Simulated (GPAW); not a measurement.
A run of GPAW 26.7.0:

Contents of run.py:

```python
from ase import Atoms
from ase.filters import FrechetCellFilter
from ase.io import write
from ase.optimize import BFGS
from gpaw import GPAW, PW

atoms = Atoms(['Mg', 'Mg'],
              cell=[[3.2093, 0.0, 0.0],
                    [-1.60465, 2.7793353284, 0.0],
                    [0.0, 0.0, 5.2103]],
              scaled_positions=[[0.6666666667, 0.3333333333, 0.75],
                                [0.3333333333, 0.6666666667, 0.25]],
              pbc=True)

calc = GPAW(mode=PW(800),
            xc='PBE',
            kpts={'size': (7, 7, 4), 'gamma': True},
            occupations={'name': 'fermi-dirac', 'width': 0.05},
            nbands=19,
            convergence={'density': 1e-06, 'energy': 1e-06, 'eigenstates': 1e-10},
            maxiter=150,
            txt='gpaw.txt')
atoms.calc = calc
opt = BFGS(FrechetCellFilter(atoms), trajectory='relax.traj', logfile='-')
done = opt.run(fmax=0.01, steps=60)
calc.write('gs.gpw')
write('result.traj', atoms)
print('Converged:', done)
print('Cell:', atoms.cell.cellpar().round(4))
print('Volume:', round(atoms.get_volume(), 4))
print(atoms.get_scaled_positions().round(5))
```

Potentials or basis: GPAW PAW data sets (gpaw-data 1.2.1), pw.

Command:

```console
$ OMP_NUM_THREADS=1 python run.py
```

Hardware: 1 thread of Arm Neoverse V1, on a shared host.

Q: Estimate the wall time of this run.

A: Wall time 2.4 min on 1 thread of Arm Neoverse V1, with other jobs on the host, peak memory 0.26 GiB. Counts: scf iterations 63, plane waves 2424, bands 19, k points 28, ion steps 8.
